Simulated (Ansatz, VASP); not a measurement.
# MoS2 in VASP and in Ansatz

File INCAR:

```
  PREC = Accurate
  ENCUT = 520
  EDIFF = 1E-6
  ISMEAR = 0
  SIGMA = 0.01
  LREAL = False
  LASPH = True
  NELM = 100
  ALGO = Normal
  ISIF = 2
  LWAVE = False
  LCHARG = False
  LDIPOL = True
  IDIPOL = 3
  DIPOL = 0.5 0.5 0.500
  GGA = PE
  IBRION = 2
  NSW = 100
  EDIFFG = -0.005
```

Contents of KPOINTS:

```
regular mesh
0
Gamma
  12 12 1
```

POSCAR

```
MoS2
1.0
    3.1600000000      0.0000000000      0.0000000000
   -1.5800000000      2.7366402760      0.0000000000
    0.0000000000      0.0000000000     19.1300000000
S Mo
2 1
Direct
    0.6666666667      0.3333333333      0.4181913225
    0.6666666667      0.3333333333      0.5818086775
    0.0000000000      0.0000000000      0.5000000000
```

Input for Ansatz:

```yaml
crystal:
  lattice:
    - [3.16, 0.0, 0.0]
    - [-1.58, 2.736640276, 0.0]
    - [0.0, 0.0, 19.13]
  atoms:
    - { symbol: S, position: [0.6666666667, 0.3333333333, 0.4181913225] }
    - { symbol: Mo, position: [0.0, 0.0, 0.5] }
    - { symbol: S, position: [0.6666666667, 0.3333333333, 0.5818086775] }
scf:
  occupations: { method: fixed }
  n_extra_bands: 4
output:
  forces: true
  stress: false
  write_density: true
  write_potential: true
  elf: true
  volumetric_format: npy
kpoints:
  mp_grid: { grid: [12, 12, 1] }
efield:
  axis: 3
  dipole_correction: true
hamiltonian:
  xc: pbe
relax:
  f_tol: 0.005
  max_steps: 120
```

Alike in both runs: task relaxation of the atoms; functional PBE; k mesh 12 × 12 × 1; no spin polarisation.

|  | VASP | Ansatz |
| --- | --- | --- |
| version | VASP 6.6.1 | Ansatz 0.2.0 |
| potentials or method | VASP PAW PBE potentials, release 64 (S, Mo_sv) | scalar-relativistic, plane waves, PAW |
| plane-wave cutoff (eV) | 520 | 420 |
| occupations | gaussian, width 0.01 eV | fixed |
| valence electrons in the cell | 26 | 26 |

|  | VASP | Ansatz | Ansatz less VASP |
| --- | --- | --- | --- |
| gap on the k mesh at the Fermi level, each at its own relaxed structure (eV) | 1.77 | 1.76 | -0.003 |

Expect the measured gap to be larger: semilocal functionals such as PBE lack the derivative discontinuity.
